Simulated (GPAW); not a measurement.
The system is ZrS2.

```
Zr S
1.0
     3.69138    0.00000    0.00000
    -1.84569    3.19683    0.00000
     0.00000    0.00000    6.04108
Zr S
1 2
Direct
  0.00000 0.00000 0.00000
  0.33333 0.66667 0.23791
  0.66667 0.33333 0.76209
```

The cell is a database's computed one.

Base run:

| Property | Result |
| --- | --- |
| Program | GPAW 26.7.0 |
| Functional | PBEsol |
| Potentials or basis | PAW data sets generated in the run's folder for this functional |
| Cutoff | 600 eV |
| Basis | pw |
| k mesh | 8 × 8 × 5 |
| Occupations | fermi-dirac, width 0.05 eV |
| Spin | no spin polarisation |
| Hubbard terms | Zr d U = 1 eV |

Its results: band gap on the k mesh 1.12 eV, indirect (least direct gap 1.77 eV); pressure -1.9 GPa; largest force 0.088 eV/Å.

**Question.** The run is repeated on the same cell with these changes: hubbard terms from Zr d U = 1 eV to Zr d U = 4 eV. What comes out?

**Answer.** Band gap on the k mesh 1.57 eV, indirect (least direct gap 2.28 eV); pressure 0.9 GPa; largest force 0.188 eV/Å.

Caveats: this functional lacks dispersion, which binds the layers, so the pressure and a relaxed spacing across them are unreliable.

Not every run made on this cell is shown here.
